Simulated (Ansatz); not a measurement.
A surface is cut from this relaxed crystal of AlAs:

```
Al As
1.0
     0.00000    2.83730    2.83730
     2.83730    0.00000    2.83730
     2.83730    2.83730    0.00000
Al As
1 1
Direct
  0.00000 0.00000 0.00000
  0.75000 0.75000 0.75000
```

Miller indices refer to the conventional cell of F-43m (No. 216), a = 5.675 Å, b = 5.675 Å, c = 5.675 Å, α = 90.00°, β = 90.00°, γ = 90.00°. The bulk's gap is 1.34 eV.

The (110) slab of 6 planes, 10.0 Å thick with 15 Å of vacuum as cut; outer planes AlAs (top) and AlAs (bottom).

Method: DFT PBEsol, scalar-relativistic, plane waves, PAW (Ansatz 0.2.0). Cutoff 420 eV; k points 7×5×1 on the computed 12-atom cell (Γ-centred); Gaussian smearing, width 0.05 eV; no spin polarisation. The cell repeats along c with a dipole correction in the vacuum.

Results for the relaxed slab:

```yaml
Surface_energy_mean_of_both_faces: 0.81 J/m²
Gap_of_the_slab_on_the_mesh: 0.96 eV
Bulk_valence_band_top_under_the_vacuum_level: 5.39 eV
Bulk_conduction_band_bottom_under_the_vacuum_level: 4.05 eV
```

Relaxation lowers the energy by 0.506 J/m² a face; the largest move is 0.618 Å.

```csv
plane (bottom to top),atoms,"spacing to next, bulk (Å)",relaxed (Å),change (%),rumpling (Å)
1,AlAs,2.006,1.831,-8.7,0.745
2,AlAs,2.006,2.041,+1.7,0.140
3,AlAs,2.006,2.011,+0.2,0.092
4,AlAs,2.006,2.041,+1.7,0.092
5,AlAs,2.006,1.831,-8.8,0.141
6,AlAs,,,,0.745
```

An odd mesh misses points on the zone edge, so a gap read on it can be too wide.